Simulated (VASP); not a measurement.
# BeS (F-43m) in VASP: a series of runs

Runs on BeS. Level: PBEsol. Tasks: relaxation of cell and atoms.

All numbers are computed with VASP 6.6.1; they aren't measurements. Logs are shortened: lines on timing, memory, paths and dates and some standing lists are left out, and cuts for length are marked.

## 1. Starting point

It takes space group F-43m (No. 216, cubic). Conventional cell: a = 4.850 Å, b = 4.850 Å, c = 4.850 Å, α = 90.00°, β = 90.00°, γ = 90.00°. Be (site symmetry -43m) is surrounded by 4 S at 2.10 Å. S (site symmetry -43m) has 4 Be at 2.10 Å as nearest neighbours.

## 2. Relaxation of cell and atoms, PBEsol

INCAR

```
SYSTEM = BeS
PREC     = Accurate       ! precision mode
ENCUT    = 600            ! plane-wave cutoff, eV
EDIFF    = 1E-6           ! SCF threshold, eV
ISMEAR   = 0              ! smearing method
SIGMA    = 0.03           ! smearing width, eV
LREAL    = .False.        ! projectors in reciprocal space
LASPH    = .True.         ! aspherical terms in the spheres
NELM     = 80             ! most SCF steps
ALGO     = Normal         ! electronic algorithm
ISIF     = 3              ! what is computed and relaxed
LWAVE    = .False.        ! write WAVECAR
LCHARG   = .False.        ! write CHGCAR
GGA      = PS             ! functional
IBRION   = 2              ! ionic algorithm
NSW      = 90             ! ionic steps
EDIFFG   = -0.01          ! ionic threshold
```

KPOINTS

```
Automatic mesh
0
Gamma
  10 10 10
  0 0 0
```

POSCAR

```
BeS
1.0
    0.0000000000      2.4250000000      2.4250000000
    2.4250000000      0.0000000000      2.4250000000
    2.4250000000      2.4250000000      0.0000000000
Be S
1 1
Direct
    0.0000000000      0.0000000000      0.0000000000
    0.2500000000      0.2500000000      0.2500000000
```

Potentials or basis: VASP PAW PBE potentials, release 64 (Be, S).

Run with:

```bash
cat potpaw_PBE.64/Be/POTCAR potpaw_PBE.64/S/POTCAR > POTCAR
mpirun -np 1 vasp_std > vasp.out
```

OUTCAR:

```text
SYSTEM = BeS
   PREC = Accurate
   ENCUT = 600
   EDIFF = 1E-6
   ISMEAR = 0
   LREAL = .False.
   LASPH = .True.
   NELM = 80
   ISIF = 3
   GGA = PS
   IBRION = 2
   NSW = 90
   EDIFFG = -0.01

 ion  position               nearest neighbor table
   1  0.000  0.000  0.000-   2 2.10   2 2.10   2 2.10   2 2.10
   2  0.250  0.250  0.250-   1 2.10   1 2.10   1 2.10   1 2.10

  LATTYP: Found a face centered cubic cell.
 ALAT       =     4.8500000000

  Lattice vectors:

 A1 = (   0.0000000000,   2.4250000000,   2.4250000000)
 A2 = (   2.4250000000,   0.0000000000,   2.4250000000)
 A3 = (   2.4250000000,   2.4250000000,   0.0000000000)

Analysis of symmetry for initial positions (statically):
=====================================================================
 Subroutine PRICEL returns:
 Original cell was already a primitive cell.

 Routine SETGRP: Setting up the symmetry group for a
 face centered cubic supercell.

 Subroutine GETGRP returns: Found 24 space group operations
 (whereof 24 operations were pure point group operations)
 out of a pool of 48 trial point group operations.

The static configuration has the point symmetry T_d .

Analysis of symmetry for dynamics (positions and initial velocities):
=====================================================================
 Subroutine PRICEL returns:
 Original cell was already a primitive cell.

 Routine SETGRP: Setting up the symmetry group for a
 face centered cubic supercell.

 Subroutine GETGRP returns: Found 24 space group operations
 (whereof 24 operations were pure point group operations)
 out of a pool of 48 trial point group operations.

The dynamic configuration has the point symmetry T_d .

 Subroutine INISYM returns: Found 24 space group operations
 (whereof 24 operations are pure point group operations),
 and found     1 'primitive' translations

----------------------------------------------------------------------------------------

                                     Primitive cell

  volume of cell :      28.5210

  direct lattice vectors                    reciprocal lattice vectors
     0.000000000  2.425000000  2.425000000    -0.206185567  0.206185567  0.206185567
     2.425000000  0.000000000  2.425000000     0.206185567 -0.206185567  0.206185567
     2.425000000  2.425000000  0.000000000     0.206185567  0.206185567 -0.206185567

  length of vectors
     3.429467889  3.429467889  3.429467889     0.357123878  0.357123878  0.357123878

  position of ions in fractional coordinates (direct lattice)
[... 92 lines left out ...]
   EMIN   =  10.00;   EMAX   =-10.00  energy-range for DOS
   EFERMI =   0.00;   METHOD = LEGACY
   ISMEAR =     0;   SIGMA  =   0.03  broadening in eV -4-tet -1-fermi 0-gaus
   EFERMI_NEDOS =   21; number of points for ismear=-14 and -15
   IALGO  =     38    algorithm
   IMIX   =      4    mixing-type and parameters
     AMIX     =   0.40;   BMIX     =  1.00
     AMIX_MAG =   1.60;   BMIX_MAG =  1.00
  volume/ion in A,a.u.               =      14.26        96.23
  Fermi-wavevector in a.u.,A,eV,Ry     =   1.071642  2.025110 15.625158  1.148417
  Thomas-Fermi vector in A             =   2.207388
   LORBIT       =      0    0 simple, 1 ext, 2 COOP (PROOUT), +10 PAW based schemes
   GGA     = PS    functional components
   LHFCALC =     F    Hartree Fock is set to
   AEXX    =    0.0000 exact exchange contribution
   IVDW    =     0    specifies the selected vdW correction
   LEPSILON=     F    determine dielectric tensor
   LRPA    =     F    only Hartree local field effects (RPA)
 conjugate gradient relaxation of ions
 non-spin polarized calculation
 Gauss-broadening in eV      SIGMA  =   0.03
  energy-cutoff  :      600.00
  volume of cell :       28.52
 maximum number of plane-waves:       966
   NGX = 13   NGY = 13   NGZ = 13

--------------------------------------- Ionic step        1  -------------------------------------------

 number of electron       7.9999999 magnetization

 Free energy of the ion-electron system (eV)
  ---------------------------------------------------
  ext. energy  EPLUGINS =         0.00000000
  ---------------------------------------------------
  free energy    TOTEN  =       -10.56435030 eV

  energy without entropy =      -10.56435030  energy(sigma->0) =      -10.56435030

------------------------ aborting loop because EDIFF is reached ----------------------------------------

  FORCE on cell =-STRESS in cart. coord.  units (eV):
  Direction    XX          YY          ZZ          XY          YZ          ZX
  --------------------------------------------------------------------------------------
  -------------------------------------------------------------------------------------
  Total       -0.0942773     -0.0942773     -0.0942773      0.0000000      0.0000000      0.0000000
  in kB       -5.2960571     -5.2960571     -5.2960571      0.0000000      0.0000000      0.0000000
  external PRESSURE =      -5.2960571 kB  Pullay stress =       0.0000000 kB
[... 59 lines left out ...]
--------------------------------------- Ionic step        3  -------------------------------------------

 number of electron       7.9999999 magnetization

 Free energy of the ion-electron system (eV)
  ---------------------------------------------------
  ext. energy  EPLUGINS =         0.00000000
  ---------------------------------------------------
  free energy    TOTEN  =       -10.56461739 eV

  energy without entropy =      -10.56461739  energy(sigma->0) =      -10.56461739

 E-fermi :   4.4055     XC(G=0):  -9.9240

 val. band max:        4.2018103347   @ k =   0.0000   0.0000   0.0000
 cond. band min:       7.1174509137   @ k =   0.5000   0.5000   0.0000
 fundamental gap:      2.9156405790
 Fermi energy:         4.4055195776

 k-point     1 :       0.0000    0.0000    0.0000
  band No.  band energies     occupation
      1      -9.5536      2.00000
      2       4.2018      2.00000
      3       4.2018      2.00000
      4       4.2018      2.00000
      5       9.8092      0.00000
      6       9.8092      0.00000
      7       9.8092      0.00000
      8       9.9550      0.00000
[... 243 lines left out ...]
 k-point    24 :       0.4000    0.3000    0.0000
  band No.  band energies     occupation
      1      -7.9241      2.00000
      2      -0.0256      2.00000
      3       1.7004      2.00000
      4       1.9683      2.00000
      5       8.1108      0.00000
      6       9.9397      0.00000
      7      14.3315      0.00000
      8      14.4551      0.00000

 [... further k-points ...]
[... 5 lines left out ...]
  --------------------------------------------------------------------------------------
  -------------------------------------------------------------------------------------
  Total        0.0015188      0.0015188      0.0015188     -0.0000000      0.0000000      0.0000000
  in kB        0.0857945      0.0857945      0.0857945     -0.0000000      0.0000000      0.0000000
  external PRESSURE =       0.0857945 kB  Pullay stress =       0.0000000 kB
[... 17 lines left out ...]
  FREE ENERGIE OF THE ION-ELECTRON SYSTEM (eV)
  ---------------------------------------------------
  free  energy   TOTEN  =       -10.5646173928 eV

  energy  without entropy=      -10.5646173928  energy(sigma->0) =      -10.56461739

 reached required accuracy - stopping structural energy minimisation
```

OSZICAR:

```text
N       E                     dE             d eps       ncg     rms          rms(c)
DAV:   1     0.232937160572E+02    0.23294E+02   -0.43203E+03   752   0.959E+02
DAV:   2    -0.999698133061E+01   -0.33291E+02   -0.32473E+02  1176   0.138E+02
DAV:   3    -0.107463022599E+02   -0.74932E+00   -0.74932E+00   832   0.254E+01
[... 18 lines left out ...]
       N       E                     dE             d eps       ncg     rms          rms(c)
DAV:   1    -0.105646596687E+02   -0.56203E-04   -0.89416E-04   776   0.202E-01    0.493E-02
DAV:   2    -0.105646225220E+02    0.37147E-04   -0.10727E-04   928   0.607E-02    0.174E-02
DAV:   3    -0.105646177918E+02    0.47302E-05   -0.22045E-05   968   0.274E-02    0.994E-03
DAV:   4    -0.105646173928E+02    0.39894E-06   -0.22034E-07   376   0.423E-03
   3 F= -.10564617E+02 E0= -.10564617E+02  d E =-.267090E-03
```

It took 18 s on 1 thread of Intel Xeon Platinum 8259CL at 2.50GHz (Skylake/Cascade Lake), shared host; peak memory 0.15 GiB.

What came out:

```
Free energy                            : -10.5646 eV
Relaxed volume                         : 14.18 Å³/atom
Relaxed cell                           : a = 3.423 Å, b = 3.423 Å, c = 3.423 Å, α = 60.00°, β = 60.00°, γ = 60.00°
Space group after relaxing (to 0.05 Å) : F-43m (No. 216)
Energy gained by relaxing              : 0.1 meV/atom
Ionic steps                            : 3
Pressure after relaxing                : 0.0 GPa
Band gap on the k mesh                 : 2.92 eV, indirect (least direct gap 5.61 eV)
```

Step by step:
```tsv
step	energy change (eV)	largest force (eV/Å)	pressure (GPa)	volume (Å³)
1	0.0000	0.0000	-0.53	28.52
2	-0.0003	0.0000	0.13	28.33
3	-0.0003	0.0000	0.01	28.36
```

Final structure:
```
Be S
1.0
     0.00000    2.42050    2.42050
     2.42050    0.00000    2.42050
     2.42050    2.42050    0.00000
Be S
1 1
Direct
  0.00000 0.00000 0.00000
  0.25000 0.25000 0.25000
```

Levels at points of the mesh, in eV from the valence-band top:
```tsv
k point	band 2	band 3	band 4	band 5	band 6	band 7
(0.00, 0.00, 0.00)	0.00	0.00	0.00	5.61	5.61	5.61
(0.50, 0.00, 0.00)	-5.90	-1.05	-1.05	5.40	6.48	6.48
(0.50, 0.50, 0.00)	-5.10	-2.69	-2.69	2.92	4.81	12.79
```

Caveat: the PAW data sets were made with another functional, which shifts forces and pressure a little. A k mesh can miss the band edges.

## 3. Relaxation of cell and atoms, PBEsol

This run uses another cell than the first one, of 14.18 Å³/atom, 0.994 times its volume.

INCAR, as its differences from that of step 2:

```diff
@@ -3,3 +3,3 @@
 ENCUT    = 600            ! plane-wave cutoff, eV
-EDIFF    = 1E-6           ! SCF threshold, eV
+EDIFF    = 1E-7           ! SCF threshold, eV
 ISMEAR   = 0              ! smearing method
@@ -16,2 +16,2 @@
 NSW      = 90             ! ionic steps
-EDIFFG   = -0.01          ! ionic threshold
+EDIFFG   = -0.005         ! ionic threshold
```

KPOINTS is that of step 2.

POSCAR

```
BeS                                     
1.0
    0.0000000000      2.4204967081      2.4204967081
    2.4204967081      0.0000000000      2.4204967081
    2.4204967081      2.4204967081      0.0000000000
  Be              S             
     1     1
Direct
     0.0000000000000000    0.0000000000000000    0.0000000000000000
     0.2500000000000000    0.2500000000000000    0.2500000000000000
```

Potentials or basis: VASP PAW PBE potentials, release 64 (Be, S).

Run with:

```bash
cat potpaw_PBE.64/Be/POTCAR potpaw_PBE.64/S/POTCAR > POTCAR
mpirun -np 1 vasp_std > vasp.out
```

OUTCAR:

```text
SYSTEM = BeS
   PREC = Accurate
   ENCUT = 600
   EDIFF = 1E-7
   ISMEAR = 0
   LREAL = .False.
   LASPH = .True.
   NELM = 80
   ISIF = 3
   GGA = PS
   IBRION = 2
   NSW = 90
   EDIFFG = -0.005

 ion  position               nearest neighbor table
   1  0.000  0.000  0.000-   2 2.10   2 2.10   2 2.10   2 2.10
   2  0.250  0.250  0.250-   1 2.10   1 2.10   1 2.10   1 2.10

  LATTYP: Found a face centered cubic cell.
 ALAT       =     4.8409934162

  Lattice vectors:
[... 445 lines left out ...]
      3       1.7006      2.00000
      4       1.9684      2.00000
      5       8.1110      0.00000
      6       9.9398      0.00000
      7      14.3318      0.00000
      8      14.4553      0.00000

 [... further k-points ...]
[... 5 lines left out ...]
  --------------------------------------------------------------------------------------
  -------------------------------------------------------------------------------------
  Total        0.0000446      0.0000446      0.0000446     -0.0000000     -0.0000000     -0.0000000
  in kB        0.0025183      0.0025183      0.0025183     -0.0000000     -0.0000000     -0.0000000
  external PRESSURE =       0.0025183 kB  Pullay stress =       0.0000000 kB

 VOLUME and BASIS-vectors are now :
 -----------------------------------------------------------------------------
  energy-cutoff  :      600.00
  volume of cell :       28.36
      direct lattice vectors                 reciprocal lattice vectors
     0.000000000  2.420496708  2.420496708    -0.206569172  0.206569172  0.206569172
     2.420496708  0.000000000  2.420496708     0.206569172 -0.206569172  0.206569172
     2.420496708  2.420496708  0.000000000     0.206569172  0.206569172 -0.206569172

 POSITION                                       TOTAL-FORCE (eV/Angst)
 -----------------------------------------------------------------------------------
      0.00000      0.00000      0.00000         0.000000      0.000000      0.000000
      1.21025      1.21025      1.21025        -0.000000     -0.000000     -0.000000
 -----------------------------------------------------------------------------------
    total drift:                                0.000000      0.000000      0.000000

  FREE ENERGIE OF THE ION-ELECTRON SYSTEM (eV)
  ---------------------------------------------------
  free  energy   TOTEN  =       -10.5646043357 eV

  energy  without entropy=      -10.5646043357  energy(sigma->0) =      -10.56460434

 reached required accuracy - stopping structural energy minimisation
```

OSZICAR:

```text
N       E                     dE             d eps       ncg     rms          rms(c)
DAV:   1     0.214781189546E+02    0.21478E+02   -0.43786E+03   760   0.967E+02
DAV:   2    -0.100032020612E+02   -0.31481E+02   -0.30174E+02  1168   0.132E+02
DAV:   3    -0.107492718642E+02   -0.74607E+00   -0.74607E+00   840   0.251E+01
DAV:   4    -0.107533141249E+02   -0.40423E-02   -0.40423E-02  1296   0.208E+00
DAV:   5    -0.107533156247E+02   -0.14999E-05   -0.14999E-05   888   0.346E-02    0.538E+00
DAV:   6    -0.106132791199E+02    0.14004E+00   -0.13573E-01   808   0.211E+00    0.358E+00
DAV:   7    -0.105643431147E+02    0.48936E-01   -0.12922E-01   976   0.222E+00    0.801E-01
DAV:   8    -0.105645565212E+02   -0.21341E-03   -0.52089E-03  1024   0.482E-01    0.118E-01
DAV:   9    -0.105645885566E+02   -0.32035E-04   -0.30469E-04   904   0.139E-01    0.287E-02
DAV:  10    -0.105646021366E+02   -0.13580E-04   -0.33196E-05  1152   0.400E-02    0.879E-03
DAV:  11    -0.105646041661E+02   -0.20295E-05   -0.48588E-06   848   0.157E-02    0.470E-03
DAV:  12    -0.105646042738E+02   -0.10766E-06   -0.29577E-07  1072   0.409E-03    0.106E-03
DAV:  13    -0.105646043357E+02   -0.61964E-07   -0.44642E-08   424   0.123E-03
   1 F= -.10564604E+02 E0= -.10564604E+02  d E =-.105646E+02
```

CONTCAR:

```text
BeS
   1.00000000000000
     0.0000000000000000    2.4204967080999999    2.4204967080999999
     2.4204967080999999    0.0000000000000000    2.4204967080999999
     2.4204967080999999    2.4204967080999999    0.0000000000000000
  Be              S
     1     1
Direct
     0.0000000000000000    0.0000000000000000    0.0000000000000000
     0.2500000000000000    0.2500000000000000    0.2500000000000000

  0.00000000E+00  0.00000000E+00  0.00000000E+00
  0.00000000E+00  0.00000000E+00  0.00000000E+00
```

It took 11 s on 1 thread of Intel Xeon Platinum 8259CL at 2.50GHz (Skylake/Cascade Lake), shared host; peak memory 0.15 GiB.

Results:

| Property | Result |
| --- | --- |
| Free energy | -10.5646 eV |
| Pressure after relaxing | 0.0 GPa |
| Band gap on the k mesh | 2.92 eV, indirect (least direct gap 5.61 eV) |

Final structure:
```
Be S
1.0
     0.00000    2.42050    2.42050
     2.42050    0.00000    2.42050
     2.42050    2.42050    0.00000
Be S
1 1
Direct
  0.00000 0.00000 0.00000
  0.25000 0.25000 0.25000
```

Caveat: the relaxation stopped at its first step, so nothing moved; the PAW data sets were made with another functional, which shifts forces and pressure a little. A k mesh can miss the band edges.
